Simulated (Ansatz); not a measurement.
All numbers below come from Ansatz, DFT LDA, scalar-relativistic, plane waves, PAW.

Cutoff 420 eV; k points 8×8×6 on the computed 4-atom cell (Γ-centred); Gaussian smearing, width 0.02 eV; no spin polarisation.

```xyz
4
Lattice="4.1970 0.0000 0.0000 0.0000 4.1970 0.0000 0.0000 0.0000 5.8382" Properties=species:S:1:pos:R:3 pbc="T T T"
Zn    0.0000    0.0000    0.0000
Zn    2.0985    2.0985    0.0000
Se    0.0000    2.0985    1.3970
Se    2.0985    0.0000    4.4411
```

Q: Is this geometry at equilibrium? Which atom feels the largest force?

A: It isn't. Atom 3 (Se) feels (0.00, 0.00, -0.15) eV/Å, 0.146 eV/Å in size, and symmetry-related atoms feel the same size.

Q: Give all forces and the stress.

A:
```
atom Fx Fy Fz
 Zn1  0.000  0.000   0.000
 Zn2  0.000  0.000   0.000
 Se3  0.000  0.000  -0.146
 Se4  0.000  0.000   0.146
```
Stress (GPa, compression positive):
```
-4.99  0.00  0.00
 0.00 -4.99  0.00
 0.00  0.00 -1.93
```

The cell holds layers, and where no dispersion correction was added their binding is poorly described.

This form isn't the usual stable structure of the compound.